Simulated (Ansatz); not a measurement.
**LiF (Griceite): the dielectric response by several routes**

Aim: the electronic dielectric constant of LiF (Griceite) by perturbation theory, a sum over states and the RPA step of G0W0.

Program: Ansatz 0.2.0. Level of theory: linear response on PBE, plane waves, PAW. Results are calculated unless marked as measured.

## Step 1: The structure

Symmetry: Fm-3m, No. 225, cubic system. The conventional cell has a = 4.028 Å, b = 4.028 Å, c = 4.028 Å, α = 90.00°, β = 90.00°, γ = 90.00°. Nearest to Li lie 6 F at 2.01 Å. Nearest to F lie 6 Li at 2.01 Å. Farther neighbours and most contacts between anions are not listed.

The cell and positions come from the Crystallography Open Database and are kept as given unless a step says otherwise.

## Step 2: Response to a homogeneous field

The response to a uniform field gives ε∞, a yardstick for the screening that GW builds on its mesh.

This step: dielectric response by perturbation theory, PBE, plane waves, PAW; PAW set soft_1.

input.yaml reads:

```yaml
crystal:
  lattice:
    - [0.0, 2.014, 2.014]
    - [2.014, 0.0, 2.014]
    - [2.014, 2.014, 0.0]
  atoms:
    - { symbol: Li, position: [0.0, 0.0, 0.0] }
    - { symbol: F, position: [0.5, 0.5, 0.5] }
kpoints:
  mp_grid: { grid: [10, 10, 10] }
hamiltonian:
  xc: pbe
  pseudopotentials: { kind: paw, azcp: { folder: soft_1 } }
scf:
  occupations: { method: fixed }
dielectric: {}
```

Command:

```bash
$ ansatz run input.yaml --threads 3 --pin off --max-ram 92160MiB --backend cuda --events-out ev --progress --plain --runs-dir out --devices 1 --max-vram 13GiB
```

Numbers of over 12 decimals in the logs are rounded to 6 here.

The program printed:

```text
GPUs: using 1 of 1 available (devices: 1).
Engine: ansatz 0.2.0, x86_64-unknown-linux-gnu
Pseudopotentials: kind: paw
Pseudopotential: Li, paw, valence charge 3, recommended cutoff 420 eV (normal), soft_1/Li.paw.azcp
Pseudopotential: F, paw, valence charge 7, recommended cutoff 420 eV (normal), soft_1/F.paw.azcp
Functional definition: PBE
  parameter kappa = 0.804
  parameter beta = 0.066725
  exchange = pbe_x(kappa = kappa, mu = beta*pi^2/3)
  correlation = pbe_c(beta = beta)
device memory: the entry about to start is reckoned to put 1.0 GiB on a device that reports 43.5 GiB free (of which the cap on the GPU budget leaves the run 13.0 GiB)
GPU FFT provider: cuFFT
GPU libraries: cuBLAS 13.8.2, cuFFT 12.4.0, cuSOLVER 12.3.4
Crystal: 2 atoms, lattice volume = 16.338 Å³
Basis set: ecut = 420 eV, 331 PW (Γ), exchange–correlation on 40×40×40 points (8 copies of the dense FFT grid, shifted against one another)
Bands: 9, of which v1, the nominal top of the filled ones, is band 5 counted from 1 (4 counted from 0)
Symmetry: 48 space group operations
k-points: 102 of 1000 (irreducible under 8 space group operations, time reversal used)
Non-local potential: Li, projectors of the file, l = 0: 3, l = 1: 2, l = 2: 1
Non-local potential: F, projectors of the file, l = 0: 2, l = 1: 2, l = 2: 1
PAW form: soft (Blöchl's): semilocal exchange-correlation on the pseudo side does not see the compensation charge
PAW one-centre angular grid: Li, 110 points (default); XC on 96 Gauss nodes
PAW one-centre angular grid: F, 110 points (default); XC on 64 Gauss nodes
Initial density: superposition of atomic densities (chi_scale 0.1, normalization cell, long waves kept (reshape's long-wave potential 0.00 eV rms))
Initial wavefunctions: pseudopotential atomic-orbital guess
GPU buffer pool allocated for 8000 grid points (all kernels)
GPU transforms: local potential and band sums: pruned to the plane-wave sphere, on 20×20×20
Functional: x = pbe(κ = 0.804, μ = 0.219515), c = pbe(β = 0.066725)
SCF iter   1: F=—  HF=-1016.037703 eV  |F-HF|=—  |Δ(HF+E_count)|=         —  Δρ=5.95e-2  dr2=3.05e-1  ethr=3.10e-3  ⟨swp⟩=4.0  Hψ=5197  notcnv=0  defer=189
preconditioner: auto → none  [insulator: Δε(μ)=8.253 eV  Ē_g=21.871 eV  n_scr=0 (ndim 8)  ℏωp=26.0 eV  f_vac=0.000  ε∞_Penn≈2.4]
SCF iter   2: F=—  HF=-1016.139221 eV  |F-HF|=—  |Δ(HF+E_count)|=   1.02e-1  Δρ=3.22e-2  dr2=8.41e-2  ethr=3.05e-3  ⟨swp⟩=2.0  Hψ=1964  notcnv=0  defer=178
SCF iter   3: F=—  HF=-1016.174547 eV  |F-HF|=—  |Δ(HF+E_count)|=   3.53e-2  Δρ=1.64e-2  dr2=2.14e-2  ethr=8.41e-4  ⟨swp⟩=2.0  Hψ=1515  notcnv=0  defer=196
SCF iter   4: F=—  HF=-1016.173027 eV  |F-HF|=—  |Δ(HF+E_count)|=   1.52e-3  Δρ=1.38e-3  dr2=1.27e-4  ethr=2.14e-4  ⟨swp⟩=2.7  Hψ=1434  notcnv=0  defer=198
SCF iter   5: F=—  HF=-1016.173186 eV  |F-HF|=—  |Δ(HF+E_count)|=   1.59e-4  Δρ=2.73e-4  dr2=8.15e-6  ethr=1.27e-6  ⟨swp⟩=2.2  Hψ=1502  notcnv=0  defer=200
SCF iter   6: F=—  HF=-1016.173184 eV  |F-HF|=—  |Δ(HF+E_count)|=   1.64e-6  Δρ=1.31e-5  dr2=1.63e-8  ethr=8.15e-8  ⟨swp⟩=2.7  Hψ=1294  notcnv=0
SCF iter   7: F=—  HF=-1016.173209 eV  |F-HF|=—  |Δ(HF+E_count)|=   2.42e-5  Δρ=1.99e-6  dr2=1.93e-10  ethr=1.63e-10  ⟨swp⟩=2.2  Hψ=1422  notcnv=0
SCF iter   8: F=-1016.173209 eV  HF=-1016.173209 eV  |F-HF|=2.27e-13  |Δ(HF+E_count)|=  5.74e-10  Δρ=3.58e-8  dr2=4.26e-14  ethr=1.00e-12  ⟨swp⟩=3.0  Hψ=4052  notcnv=0
SCF 1 converged in 8 iterations: F = -1016.173209 eV  dr2 = 4.26e-14
  greatest PAW one-centre occupation: 1.000 electrons in one spin orbital (limit 2), on the Li atom at site 0 (counted from 0), in its partial waves of l = 0
the response reads at least the filled bands of the reference SCF and the lowest empty band at each k-point, and that SCF's band table does not vouch for those bands. The notice of the band table in this run's record says why
device memory: the entry about to start is reckoned to put 0.2 GiB on a device that reports 44.1 GiB free (of which the cap on the GPU budget leaves the run 13.0 GiB)
NSCF: frozen V_eff on 1 k-points
device memory: the entry about to start is reckoned to put 0.2 GiB on a device that reports 44.1 GiB free (of which the cap on the GPU budget leaves the run 13.0 GiB)
NSCF: frozen V_eff on 1 k-points
device memory: the entry about to start is reckoned to put 0.1 GiB on a device that reports 44.1 GiB free (of which the cap on the GPU budget leaves the run 13.0 GiB)
device memory: the entry about to start is reckoned to put 0.6 GiB on a device that reports 44.1 GiB free (of which the cap on the GPU budget leaves the run 13.0 GiB)
DFPT response loops at Γ: preconditioner auto → none (the input reference at scf.mixing.eps_inf says where Resta's filter doesn't serve); β = 0.50; Broyden in place of MSR1
SCF converged after 8 iterations
Free energy (F): -1016.173209 eV
Harris-Foulkes:  -1016.173209 eV  (|F-HF|=2.27e-13)
Internal energy: -1016.173209 eV  (E = F + TS)
E sigma→0 (E₀):  -1016.173209 eV
Fermi energy:    0.961727 eV
--- Per-component energies (eV) ---
  E_band       = -118.047617
  E_kinetic    = 216.241200
  E_local      = -653.588940  (includes V_loc(G=0)·N_el)
  E_nonlocal   = 67.725398
  E_hartree    = 227.143178
  E_xc         = -87.225412
  E_vxc        = -111.959390  (∫ρ·V_xc dr)
  E_paw        = -229.339973  (= ΣΔE_a)
  E_vpaw       = -90.753268  (= ΣTr[D̂ρ^β])
  E_aug_tail   = 0.001026  (compensation charges beyond the density's cutoff)
  E_ewald      = -557.129686
  E_smearing   = -0.000000  (= −TS)
  E_closure    = 0.000000  (closes the sum)
  Σ components = -1016.173209   (vs F -1016.173209, Δ=0.00e0)
--- Band table (eV; the first three rows and the last of 102) ---
  k-point 0: bands = ["-39.9288", "-19.0021", "0.9617", "0.9617", "0.9617", "10.0566", "24.9209", "24.9209", "24.9209"]
  k-point 1: bands = ["-39.9232", "-18.9636", "0.6743", "0.9391", "0.9391", "10.3497", "22.2497", "23.6748", "23.6748"]
  k-point 2: bands = ["-39.9087", "-18.8604", "-0.0146", "0.8812", "0.8812", "11.0033", "19.7880", "22.1881", "22.1881"]
  k-point 101: bands = ["-39.8545", "-18.3310", "-1.4071", "-0.7934", "0.1487", "15.9076", "16.2293", "18.4142", "20.3176"]
--- Dielectric response (ions clamped): 1 representative field direction + reference, on 102 of 1000 k-points (Σ response iterations 6) ---
  k mesh reduced under 8 symmetry operations, with k and −k counted as one. Each operation leaves every solved perturbation unchanged. A smaller set is not considered because the run solves the response to a homogeneous field
  ε∞ (high-frequency dielectric tensor):
        2.057046    -0.000000    -0.000000
       -0.000000     2.057046    -0.000000
        0.000000     0.000000     2.057046
  Born effective charges Z* (e; rows j = field, columns β = displacement):
    site 0:
         1.05078    0.00000    0.00000
        -0.00000    1.05078    0.00000
         0.00000   -0.00000    1.05078
    site 1:
        -1.05078   -0.00000    0.00000
         0.00000   -1.05078   -0.00000
         0.00000    0.00000   -1.05078
  Z* charge neutrality: 4.515e-6 e pre-enforcement
  k-mesh period / interband length: 28.5 Å / 0.76 Å = 37.27 at k = (0.0000, 0.0000, -0.5000), direct gap 11.022 eV — 14 or more, which is no proof of convergence
```

The job ended after 10 s (1 × NVIDIA H100 80GB HBM3 (shared by 6 runs) with 3 threads of AMD EPYC 7R13 (Zen 3), shared host; peak memory 0.89 GiB; 15 s of CPU time).

The column dr2 measures how far the density is from self-consistency, as an energy; F and HF (Harris–Foulkes) agree once it is small.

One over ε∞ averages 0.49, above the quarter of exact exchange in PBE0, which should therefore fall short.

High-frequency dielectric tensor:

```
2.06 0.00 0.00
0.00 2.06 0.00
0.00 0.00 2.06
```

Born effective charge (e), principal values of the symmetric part by kind of site:

| atom | atoms with these values | low | middle | high | mean |
| --- | --- | --- | --- | --- | --- |
| Li1 | 1 | 1.05 | 1.05 | 1.05 | 1.05 |
| F2 | 1 | -1.05 | -1.05 | -1.05 | -1.05 |

In full for F2:

```
-1.05  0.00  0.00
 0.00 -1.05  0.00
 0.00  0.00 -1.05
```

## Step 3: Independent-particle spectrum

The independent-particle spectrum shows where the oscillator strength lies, before excitons and local fields.

This step: independent-particle optics on PBE, plane waves, PAW; PAW set soft_1.

input.yaml, as its differences from that of step 2:

```diff
@@ -15,2 +15,4 @@
   occupations: { method: fixed }
-dielectric: {}
+  n_extra_bands: 12
+output:
+  optics: { e_range: [0, 25], de: 0.1, sigma: 0.2 }
```

The program printed:

```text
[...]
GPUs: using 1 of 1 available (devices: 1).
[...]
GPU FFT provider: cuFFT
GPU libraries: cuBLAS 13.8.2, cuFFT 12.4.0, cuSOLVER 12.3.4
Crystal: 2 atoms, lattice volume = 16.338 Å³
Basis set: ecut = 420 eV, 331 PW (Γ)
Bands: 17, of which v1, the nominal top of the filled ones, is band 5 counted from 1 (4 counted from 0)
Symmetry: 48 space group operations
[...]
k-points: 47 of 1000
[...]
GPU buffer pool allocated for 8000 grid points (all kernels)
[...]
SCF iter   1: F=—  HF=-1016.037781 eV  |F-HF|=—  |Δ(HF+E_count)|=         —  Δρ=5.95e-2  dr2=3.06e-1  ethr=3.10e-3  ⟨swp⟩=4.0  Hψ=3272  notcnv=0  defer=430
[...]
SCF iter   8: F=-1016.173307 eV  HF=-1016.173307 eV  |F-HF|=3.41e-13  |Δ(HF+E_count)|=  6.41e-10  Δρ=3.80e-8  dr2=7.34e-14  ethr=1.00e-12  ⟨swp⟩=7.7  Hψ=3803  notcnv=0
SCF 1 converged in 8 iterations: F = -1016.173307 eV  dr2 = 7.34e-14
[...]
Optics k sum: 0 of 47 k-points
Optics k sum: 3 of 47 k-points
[...]
Optics k sum: 47 of 47 k-points
[...]
SCF converged after 8 iterations
Free energy (F): -1016.173307 eV
[...]
Internal energy: -1016.173307 eV  (E = F + TS)
E sigma→0 (E₀):  -1016.173307 eV
Fermi energy:    0.961730 eV
[...]
--- Band table (eV; the first three rows and the last of 47) ---
  k-point 0: bands = [... 1 lower, -19.0021, 0.9617, 0.9617, 0.9617, 10.0568, 24.9216, 24.9216, 24.9216, ... 8 higher]
  k-point 1: bands = [... 1 lower, -18.9636, 0.6743, 0.9391, 0.9391, 10.3498, 22.2499, 23.6753, 23.6753, ... 8 higher]
  k-point 2: bands = [... 1 lower, -18.8604, -0.0146, 0.8812, 0.8812, 11.0035, 19.7882, 22.1886, 22.1886, ... 8 higher]
  k-point 46: bands = [... 1 lower, -18.3310, -1.4071, -0.7933, 0.1487, 15.9078, 16.2295, 18.4145, 20.3178, ... 8 higher]
```

Wall time 8.2 s (1 × NVIDIA H100 80GB HBM3 (shared by 6 runs) with 3 threads); peak memory 0.98 GiB.

This step gave:

* ε∞ without local fields (xx, yy, zz): 2.086, 2.086, 2.086
* electrons in the f-sum (xx, yy, zz): 5.593, 5.593, 5.593
* bands in the explicit sum (the static value is completed to all bands): 17

The sum gives ε∞ = 2.09 without local fields.

The ε₂, xx=yy=zz has structure finer than the step of the table below, so its rows give means over 1 eV, whole bins alone (the curve runs from 0 to 25 eV). Peaks (eV: height): 11.2: 2.77, 17.1: 3.09, 19.5: 4.06, 21.0: 3.17.

Independent particles, no local fields, Gaussian width 0.2 eV. Table of ε₂, xx=yy=zz by photon energy; means over each step:

| photon energy (eV) | ε₂, xx=yy=zz |
| --- | --- |
| 8 | 0 |
| 9 | 0.149 |
| 10 | 0.820 |
| 11 | 2.13 |
| 12 | 2.16 |
| 13 | 1.50 |
| 14 | 1.01 |
| 15 | 0.587 |
| 16 | 0.786 |
| 17 | 2.07 |
| 18 | 0.991 |
| 19 | 2.14 |
| 20 | 3.18 |
| 21 | 2.83 |
| 22 | 0.873 |
| 23 | 0.289 |
| 24 | 0.293 |

The loss function, xx=yy=zz has structure finer than the step of the table below, so its rows give means over 1 eV, whole bins alone (the curve runs from 0 to 25 eV). Peaks (eV: height): 23.2: 3.68.

Independent particles, no local fields, Gaussian width 0.2 eV. Table of loss function, xx=yy=zz by photon energy; means over each step:

| photon energy (eV) | loss function, xx=yy=zz |
| --- | --- |
| 8 | 0 |
| 9 | 0.0138 |
| 10 | 0.0676 |
| 11 | 0.140 |
| 12 | 0.298 |
| 13 | 0.392 |
| 14 | 0.391 |
| 15 | 0.223 |
| 16 | 0.126 |
| 17 | 0.248 |
| 18 | 0.311 |
| 19 | 0.164 |
| 20 | 0.313 |
| 21 | 0.332 |
| 22 | 0.475 |
| 23 | 2.72 |
| 24 | 1.75 |

Independent particles, no local fields, Gaussian width 0.2 eV. The ε₁, xx=yy=zz by photon energy:

| photon energy (eV) | ε₁, xx=yy=zz |
| --- | --- |
| 0 | 2.04 |
| 1 | 2.04 |
| 2 | 2.06 |
| 3 | 2.08 |
| 4 | 2.12 |
| 5 | 2.17 |
| 6 | 2.25 |
| 7 | 2.37 |
| 8 | 2.57 |
| 9 | 3.09 |
| 10 | 3.34 |
| 11 | 3.62 |
| 12 | 1.60 |
| 13 | 1.24 |
| 14 | 1.23 |
| 15 | 1.50 |
| 16 | 2.41 |
| 17 | 2.51 |
| 18 | 1.52 |
| 19 | 2.89 |
| 20 | 0.285 |
| 21 | -0.137 |
| 22 | -1.10 |
| 23 | -0.0889 |
| 24 | 0.307 |
| 25 | 0.467 |

## Step 4: RPA screening from the G0W0 run

Now the one-shot GW correction: screening in the RPA, then the self-energy of the levels asked for. This step takes PAW set soft_1 files.

This step: G0W0 on PBE, plane waves, PAW; PAW set soft_1.

input.yaml, the sections that differ from step 3:

```yaml
kpoints:
  mp_grid: { grid: [6, 6, 6] }
scf:
  occupations: { method: fixed }
gw:
  n_empty_bands: 104
  ecut_chi: 200.0
  qp_bands: [v2, c2]
  qp_kpoints: band_edges
  screening: { model: contour_deformation }
# crystal, hamiltonian: as in step 3
# output: removed
```

The program printed:

```text
GPUs: using 1 of 1 available (devices: 1).
[...]
GPU FFT provider: cuFFT
GPU libraries: cuBLAS 13.8.2, cuFFT 12.4.0, cuSOLVER 12.3.4
Crystal: 2 atoms, lattice volume = 16.338 Å³
Basis set: ecut = 420 eV, 331 PW (Γ)
Bands: 9, of which v1, the nominal top of the filled ones, is band 5 counted from 1 (4 counted from 0)
Symmetry: 48 space group operations
[...]
k-points: 16 of 216
[...]
1     7     20.5107    -3.8717    -4.0961    -9.7158  0.8666    22.2846    22.2587  root
[...]
14     4     -0.6976   -29.3025     5.0409   -21.2520  0.8141    -3.7884    -3.7072  root
    14     5      0.3380   -31.2220     5.1171   -23.2516  0.8146    -2.5813    -2.5152  root
    14     6     14.5213    -6.5906    -3.6077   -12.1188  0.8771    16.4611    16.4419  root
    14     7     16.3508    -7.5207    -3.7755   -13.4076  0.8653    18.4900    18.4623  root
[key lines of the parts left out:]
SCF converged after 6 iterations
Free energy (F): -1016.173327 eV
Fermi energy:    0.961670 eV
```

It took 9.3 s on 1 × NVIDIA H100 80GB HBM3 (shared by 6 runs) with 3 threads; peak memory 1 GiB.

This step gave:

```
bands summed                                 : 109
RPA ε∞ on this mesh (eigenvalues)            : 1.972, 1.972, 1.972
plane waves in the screening matrix          : 113
G0W0 gap on the mesh                         : 13.41 eV
k of the valence top                         : 0, 0, 0
k of the conduction bottom                   : 0, 0, 0
starting gap on the mesh                     : 9.095 eV
least direct G0W0 gap on the computed points : 13.41 eV
```

The gap on the mesh goes from 9.09 eV to 13.41 eV, a correction of +4.31 eV. Between the two edge states, bare exchange in place of the xc potential would open the gap by 12.73 eV, and correlation takes back 8.42 eV.

Mean over the mesh in bins of 0.25 1/Å. The static inverse dielectric function, diagonal by length of q+G:

| length of q+G (Å⁻¹) | static inverse dielectric function, diagonal |
| --- | --- |
| 0.48 | 0.528 |
| 0.82 | 0.562 |
| 1.24 | 0.619 |
| 1.54 | 0.660 |
| 1.78 | 0.696 |
| 1.98 | 0.723 |
| 2.51 | 0.791 |
| 2.74 | 0.817 |
| 3.01 | 0.844 |
| 3.47 | 0.880 |
| 3.74 | 0.895 |
| 4.02 | 0.909 |
| 4.27 | 0.920 |
| 4.76 | 0.937 |
| 4.99 | 0.944 |
| 5.25 | 0.951 |
| 5.76 | 0.963 |
| 6.00 | 0.968 |
| 6.26 | 0.972 |
| 6.50 | 0.976 |
| 7.02 | 0.983 |
| 7.19 | 0.985 |

## Step 5: The values together

Times are wall times on 1 × NVIDIA H100 80GB HBM3 (shared by 6 runs) with 3 threads of AMD EPYC 7R13 (Zen 3), shared host, good to a factor of about two.

| method | mesh | ε∞, low | middle | high | mean | time |
| --- | --- | --- | --- | --- | --- | --- |
| perturbation theory (local fields and xc kernel) | 10×10×10 | 2.06 | 2.06 | 2.06 | 2.06 | 10 s |
| sum over states (no local fields) | 10×10×10 | 2.09 | 2.09 | 2.09 | 2.09 | 8.2 s |
| RPA with local fields, on the GW mesh | 6×6×6 | 1.97 | 1.97 | 1.97 | 1.97 | 9.3 s |

## Step 6: Summary of results

| Property | Result |
| --- | --- |
| perturbation theory (local fields and xc kernel) | 2.06, 2.06, 2.06 |
| sum over states (no local fields) | 2.09, 2.09, 2.09 |
| RPA with local fields, on the GW mesh | 1.97, 1.97, 1.97 |

What this shows: Mean Born effective charge: Li1 1.05, F2 -1.05 e. Distinct peaks of the ε₂, xx=yy=zz stand at 11.2, 17.1, 19.5 and 21.0 eV; the one at 19.5 eV is strongest. The loss function, xx=yy=zz has its highest peak at 23.2 eV. The sum without local fields gives 2.09 in the mean against 2.06 by perturbation theory; local fields lower ε∞ and the xc kernel gives part of it back, though the sum also carries the error of its own mesh. The RPA values on the 6×6×6 mesh average 0.96 times those of perturbation theory (means 1.97 and 2.06). Without the xc kernel RPA should lie a little lower, as the mean does. PBE usually puts the gap too low, which tends to raise ε∞. Ions are clamped, so the lattice part of the static constant is not in these numbers.

[Paths, hosts, dates, memory and timing lines, banners, echoed tables and standing remarks are left out of the program output.]

[Logs are printed without paths, hosts, clocks, repeated set-up lines and the standing remarks that a program may print on its own settings, such as how far it seeks lower states.]

[Runs of the session that timed out or met a known fault of the program may be left out.]

[Cells called generated may have been cut or substituted from an entry of the Crystallography Open Database or the Materials Project.]

[Hosts, paths, dates, database ids (printed as entryN), source tags and the programs' standing remarks are cut or masked in the printed files.]
